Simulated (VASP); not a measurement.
# Be2C (Fm-3m) in VASP: single point with PBE

Aim: the single point of Be2C with PBE.

Program: VASP 6.6.1. These are calculated values, not measurements. Logs are shortened: lines on timing, memory, paths and dates and some standing lists are left out, and cuts for length are marked.

**1. The crystal as given**

Symmetry: Fm-3m, No. 225, cubic system. The conventional cell has a = 4.330 Å, b = 4.330 Å, c = 4.330 Å, α = 90.00°, β = 90.00°, γ = 90.00°. Around Be (site symmetry -43m) lie 4 C at 1.87 Å. C (site symmetry m-3m) has 8 Be at 1.87 Å as nearest neighbours.

**2. Single point, PBE**

File INCAR:

```
PREC = Accurate ; ENCUT = 520
EDIFF = 1E-7 ; ISMEAR = -1
SIGMA = 0.02 ; LREAL = F
LASPH = T ; NELM = 80
ALGO = Fast ; ISIF = 2
LWAVE = F ; LCHARG = F
GGA = PE ; NBANDS = 11
```

File KPOINTS:

```
Automatic mesh
0
Gamma
  11 11 11
```

File POSCAR:

```
Be2C
1.0
    0.0000000000      2.1650000000      2.1650000000
    2.1650000000      0.0000000000      2.1650000000
    2.1650000000      2.1650000000      0.0000000000
Be C
2 1
Direct
    0.2500000000      0.2500000000      0.2500000000
    0.7500000000      0.7500000000      0.7500000000
    0.0000000000      0.0000000000      0.0000000000
```

Potentials or basis: VASP PAW PBE potentials, release 64 (Be, C).

Run with:

```console
$ cat potpaw_PBE.64/Be/POTCAR potpaw_PBE.64/C/POTCAR > POTCAR
$ mpirun -np 1 vasp_std > vasp.out
```

OUTCAR:

```text
PREC = Accurate
   ENCUT = 520
   EDIFF = 1E-7
   ISMEAR = -1
   LREAL = F
   LASPH = T
   NELM = 80
   ISIF = 2
   GGA = PE

 ion  position               nearest neighbor table
   1  0.250  0.250  0.250-   3 1.87   3 1.87   3 1.87   3 1.87   2 2.17   2 2.17   2 2.17   2 2.17
                             2 2.17   2 2.17
   2  0.750  0.750  0.750-   3 1.87   3 1.87   3 1.87   3 1.87   1 2.17   1 2.17   1 2.17   1 2.17
                             1 2.17   1 2.17
   3  0.000  0.000  0.000-   2 1.87   2 1.87   2 1.87   1 1.87   2 1.87   1 1.87   1 1.87   1 1.87

  LATTYP: Found a face centered cubic cell.
 ALAT       =     4.3300000000

  Lattice vectors:

 A1 = (   0.0000000000,   2.1650000000,   2.1650000000)
 A2 = (   2.1650000000,   0.0000000000,   2.1650000000)
 A3 = (   2.1650000000,   2.1650000000,   0.0000000000)

Analysis of symmetry for initial positions (statically):
=====================================================================
 Subroutine PRICEL returns:
 Original cell was already a primitive cell.

 Routine SETGRP: Setting up the symmetry group for a
 face centered cubic supercell.

 Subroutine GETGRP returns: Found 48 space group operations
 (whereof 48 operations were pure point group operations)
 out of a pool of 48 trial point group operations.

The static configuration has the point symmetry O_h .

Analysis of symmetry for dynamics (positions and initial velocities):
=====================================================================
 Subroutine PRICEL returns:
 Original cell was already a primitive cell.

 Routine SETGRP: Setting up the symmetry group for a
 face centered cubic supercell.

 Subroutine GETGRP returns: Found 48 space group operations
 (whereof 48 operations were pure point group operations)
 out of a pool of 48 trial point group operations.

The dynamic configuration has the point symmetry O_h .

 Subroutine INISYM returns: Found 48 space group operations
 (whereof 48 operations are pure point group operations),
 and found     1 'primitive' translations

----------------------------------------------------------------------------------------

                                     Primitive cell

  volume of cell :      20.2957

  direct lattice vectors                    reciprocal lattice vectors
     0.000000000  2.165000000  2.165000000    -0.230946882  0.230946882  0.230946882
     2.165000000  0.000000000  2.165000000     0.230946882 -0.230946882  0.230946882
     2.165000000  2.165000000  0.000000000     0.230946882  0.230946882 -0.230946882

  length of vectors
     3.061772363  3.061772363  3.061772363     0.400011734  0.400011734  0.400011734

  position of ions in fractional coordinates (direct lattice)
     0.250000000  0.250000000  0.250000000
     0.750000000  0.750000000  0.750000000
     0.000000000  0.000000000  0.000000000

  ion indices of the primitive-cell ions
   primitive index   ion index
                 1           1
                 2           2
                 3           3

----------------------------------------------------------------------------------------

 KPOINTS: Automatic mesh

Automatic generation of k-mesh.
 Grid dimensions read from file:
 generate k-points for:   11   11   11

 Generating k-lattice:

  Cartesian coordinates                     Fractional coordinates (reciprocal lattice)
    -0.020995171  0.020995171  0.020995171     0.090909091  0.000000000  0.000000000
     0.020995171 -0.020995171  0.020995171     0.000000000  0.090909091  0.000000000
     0.020995171  0.020995171 -0.020995171     0.000000000  0.000000000  0.090909091

  Length of vectors
     0.036364703  0.036364703  0.036364703

  Shift w.r.t. Gamma in fractional coordinates (k-lattice)
     0.000000000  0.000000000  0.000000000

 Subroutine IBZKPT returns following result:
 ===========================================

 Found     56 irreducible k-points:

 Following reciprocal coordinates:
            Coordinates               Weight
  0.000000  0.000000  0.000000      1.000000
  0.090909  0.000000  0.000000      8.000000
  0.181818  0.000000  0.000000      8.000000
  0.272727  0.000000  0.000000      8.000000
  0.363636  0.000000  0.000000      8.000000
  0.454545  0.000000  0.000000      8.000000
[... 16 lines left out ...]
 -0.272727  0.181818  0.000000     24.000000
 -0.181818  0.181818  0.000000     12.000000
 [... further k-points ...]
   k-points           NKPTS =     56   k-points in BZ     NKDIM =     56   number of bands    NBANDS=     11
   number of dos      NEDOS =    301   number of ions     NIONS =      3
   total plane-waves  NPLWV =  13824
   dimension x,y,z NGX =    24 NGY =   24 NGZ =   24
   dimension x,y,z NGXF=    48 NGYF=   48 NGZF=   48
   ions per type =               2   1
   NGX,Y,Z   is equivalent  to a cutoff of  13.03, 13.03, 13.03 a.u.
   NGXF,Y,Z  is equivalent  to a cutoff of  26.06, 26.06, 26.06 a.u.
 SYSTEM =  unknown system
   PREC   = accura    normal or accurate (medium, high low for compatibility)
   ISTART =      0    job   : 0-new  1-cont  2-samecut
   ICHARG =      2    charge: 1-file 2-atom 10-const
   ISPIN  =      1    spin polarized calculation?
   LNONCOLLINEAR =      F non collinear calculations
   LSORBIT =      F    spin-orbit coupling
   LASPH  =      T    aspherical Exc in radial PAW
   ENCUT  =  520.0 eV  38.22 Ry    6.18 a.u.   5.69  5.69  5.69*2*pi/ulx,y,z
   NELM   =     80;   NELMIN=  2; NELMDL= -5     # of ELM steps
   EDIFF  = 0.1E-06   stopping-criterion for ELM
   LREAL  =      F    real-space projection
   EDIFFG = 0.1E-05   stopping-criterion for IOM
   NSW    =      0    number of steps for IOM
   IBRION =     -1    ionic relax: 0-MD 1-quasi-New 2-CG
   NFREE  =      0    steps in history (QN), initial steepest desc. (CG)
   ISIF   =      2    stress and relaxation
   ISYM   =      2    0-nonsym 1-usesym 2-fastsym
   POTIM  = 0.5000    time-step for ionic-motion
   TEBEG  =    0.0;   TEEND  =   0.0 temperature during run
   PSTRESS=    0.0 pullay stress
   NELECT =       8.0000    total number of electrons
   NUPDOWN=      -1.0000    fix difference up-down
   EMIN   =  10.00;   EMAX   =-10.00  energy-range for DOS
   EFERMI =   0.00;   METHOD = LEGACY
   ISMEAR =    -1;   SIGMA  =   0.02  broadening in eV -4-tet -1-fermi 0-gaus
   EFERMI_NEDOS =   21; number of points for ismear=-14 and -15
   IALGO  =     68    algorithm
   IMIX   =      4    mixing-type and parameters
     AMIX     =   0.40;   BMIX     =  1.00
     AMIX_MAG =   1.60;   BMIX_MAG =  1.00
  volume/ion in A,a.u.               =       6.77        45.65
  Fermi-wavevector in a.u.,A,eV,Ry     =   1.200338  2.268310 19.603432  1.440812
  Thomas-Fermi vector in A             =   2.336177
   LORBIT       =      0    0 simple, 1 ext, 2 COOP (PROOUT), +10 PAW based schemes
   GGA     = PE    functional components
   LHFCALC =     F    Hartree Fock is set to
   AEXX    =    0.0000 exact exchange contribution
   IVDW    =     0    specifies the selected vdW correction
   LEPSILON=     F    determine dielectric tensor
   LRPA    =     F    only Hartree local field effects (RPA)
 non-spin polarized calculation
 RMM-DIIS sequential band-by-band and
  energy-cutoff  :      520.00
  volume of cell :       20.30
 maximum number of plane-waves:       560
   NGX = 11   NGY = 11   NGZ = 11

 number of electron       8.0000000 magnetization

 Free energy of the ion-electron system (eV)
  ---------------------------------------------------
  ext. energy  EPLUGINS =         0.00000000
  ---------------------------------------------------
  free energy    TOTEN  =       -17.45579575 eV

  energy without entropy =      -17.45579575  energy(sigma->0) =      -17.45579575

 E-fermi :   8.1521     XC(G=0): -11.4364

 val. band max:        7.7238576889   @ k =   0.0000   0.0000   0.0000
 cond. band min:       8.9770120082   @ k =   0.4545   0.4545   0.0000
 fundamental gap:      1.2531543193
 Fermi energy:         8.1520879943

 k-point     1 :       0.0000    0.0000    0.0000
  band No.  band energies     occupation
      1      -7.3119      2.00000
      2       7.7239      2.00000
      3       7.7239      2.00000
      4       7.7239      2.00000
      5      11.8505      0.00000
      6      11.8505      0.00000
      7      11.8505      0.00000
      8      14.4684      0.00000
      9      20.8884      0.00000
     10      20.8884      0.00000
     11      20.8884      0.00000

 k-point     2 :       0.0909    0.0000    0.0000
  band No.  band energies     occupation
      1      -7.1799      2.00000
      2       6.5921      2.00000
      3       7.4666      2.00000
      4       7.4666      2.00000
      5      12.2259      0.00000
      6      12.2259      0.00000
      7      12.5736      0.00000
      8      14.7842      0.00000
      9      19.9650      0.00000
     10      19.9650      0.00000
     11      21.2054      0.00000

 k-point     3 :       0.1818    0.0000    0.0000
  band No.  band energies     occupation
      1      -6.7883      2.00000
      2       4.5051      2.00000
      3       6.9420      2.00000
      4       6.9420      2.00000
      5      12.9262      0.00000
      6      12.9262      0.00000
      7      13.4434      0.00000
      8      15.6479      0.00000
      9      18.9936      0.00000
     10      18.9936      0.00000
     11      22.1029      0.00000

 k-point     4 :       0.2727    0.0000    0.0000
  band No.  band energies     occupation
      1      -6.1545      2.00000
      2       2.3794      2.00000
      3       6.4460      2.00000
      4       6.4460      2.00000
      5      13.2148      0.00000
      6      13.2148      0.00000
      7      14.0191      0.00000
      8      16.5426      0.00000
      9      19.1829      0.00000
     10      19.1829      0.00000
     11      23.2575      0.00000

 k-point     5 :       0.3636    0.0000    0.0000
  band No.  band energies     occupation
      1      -5.3398      2.00000
      2       0.5069      2.00000
      3       6.0946      2.00000
      4       6.0946      2.00000
      5      13.0015      0.00000
      6      13.0015      0.00000
      7      14.4459      0.00000
      8      17.1679      0.00000
      9      20.4959      0.00000
     10      20.4959      0.00000
     11      24.1768      0.00000
[... 211 lines left out ...]
 k-point    21 :      -0.4545    0.1818    0.0000
  band No.  band energies     occupation
      1      -4.1343      2.00000
      2      -0.4888      2.00000
      3       4.0188      2.00000
      4       4.8752      2.00000
      5      12.1915      0.00000
      6      14.9241      0.00000
      7      16.3485      0.00000
      8      18.0876      0.00000
      9      20.6133      0.00000
     10      21.5517      0.00000
     11      24.8127      0.00000

 k-point    22 :      -0.3636    0.1818    0.0000
  band No.  band energies     occupation
      1      -4.4335      2.00000
      2      -0.0402      2.00000
      3       3.7187      2.00000
      4       5.3604      2.00000
      5      12.6202      0.00000
      6      14.6845      0.00000
      7      16.1417      0.00000
      8      18.3832      0.00000
      9      19.3153      0.00000
     10      21.5015      0.00000
     11      24.6608      0.00000

 k-point    23 :      -0.2727    0.1818    0.0000
  band No.  band energies     occupation
      1      -5.2100      2.00000
      2       1.3238      2.00000
      3       3.7209      2.00000
      4       6.0204      2.00000
      5      13.1833      0.00000
      6      14.5253      0.00000
      7      15.7553      0.00000
      8      17.1910      0.00000
      9      17.3531      0.00000
     10      22.9291      0.00000
     11      24.4293      0.00000

 k-point    24 :      -0.1818    0.1818    0.0000
  band No.  band energies     occupation
      1      -5.9478      2.00000
      2       2.8251      2.00000
      3       4.2385      2.00000
      4       6.7087      2.00000
      5      13.6368      0.00000
      6      13.8539      0.00000
      7      15.3886      0.00000
      8      15.7806      0.00000
      9      16.7191      0.00000
     10      22.6197      0.00000
     11      23.7545      0.00000

 [... further k-points ...]
[... 5 lines left out ...]
  --------------------------------------------------------------------------------------
  -------------------------------------------------------------------------------------
  Total        0.0222519      0.0222519      0.0222519      0.0000000     -0.0000000      0.0000000
  in kB        1.7566072      1.7566072      1.7566072      0.0000000     -0.0000000      0.0000000
  external PRESSURE =       1.7566072 kB  Pullay stress =       0.0000000 kB

 VOLUME and BASIS-vectors are now :
 -----------------------------------------------------------------------------
  energy-cutoff  :      520.00
  volume of cell :       20.30
      direct lattice vectors                 reciprocal lattice vectors
     0.000000000  2.165000000  2.165000000    -0.230946882  0.230946882  0.230946882
     2.165000000  0.000000000  2.165000000     0.230946882 -0.230946882  0.230946882
     2.165000000  2.165000000  0.000000000     0.230946882  0.230946882 -0.230946882

 POSITION                                       TOTAL-FORCE (eV/Angst)
 -----------------------------------------------------------------------------------
      1.08250      1.08250      1.08250         0.000000      0.000000      0.000000
      3.24750      3.24750      3.24750        -0.000000     -0.000000     -0.000000
      0.00000      0.00000      0.00000        -0.000000      0.000000     -0.000000
 -----------------------------------------------------------------------------------
    total drift:                               -0.000000      0.000000      0.000000

  FREE ENERGIE OF THE ION-ELECTRON SYSTEM (eV)
  ---------------------------------------------------
  free  energy   TOTEN  =       -17.4557957487 eV

  energy  without entropy=      -17.4557957487  energy(sigma->0) =      -17.45579575
```

It took 11 s on 1 thread of Intel Xeon Platinum 8375C at 2.90GHz (Ice Lake), shared host; peak memory 0.13 GiB.

What came out:

```yaml
Free_energy: -17.4558 eV
Pressure: 0.2 GPa
Band_gap_on_the_k_mesh: 1.25 eV, indirect (least direct gap 4.13 eV)
```

Caveat: an odd mesh through Γ misses points on the zone boundary, where band edges often lie.
